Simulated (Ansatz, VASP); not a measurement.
RbBr in VASP and in Ansatz

```
CELL_PARAMETERS angstrom
0.00000 3.53158 3.53158
3.53158 0.00000 3.53158
3.53158 3.53158 0.00000
ATOMIC_POSITIONS crystal
Rb 0.50000 0.50000 0.50000
Br 0.00000 0.00000 0.00000
```

Alike in both runs: task single point; functional PBE; k mesh 8 × 8 × 8; occupations gaussian, width 0.05 eV; no spin polarisation.

```csv
,VASP,Ansatz
version,VASP 6.6.1,Ansatz 0.2.0
potentials or method,"VASP PAW PBE potentials, release 64 (Rb_sv, Br)","scalar-relativistic, plane waves, PAW"
plane-wave cutoff (eV),520,420
valence electrons in the cell,16,16
```

```tsv
	VASP	Ansatz	Ansatz less VASP
gap on the k mesh at the Fermi level (eV)	4.14	4.15	+0.002
least direct gap on the mesh (eV)	4.14	4.15	+0.002
pressure (GPa)	-0.2	-0.2	-0.01
```

A k mesh can miss the band edges.
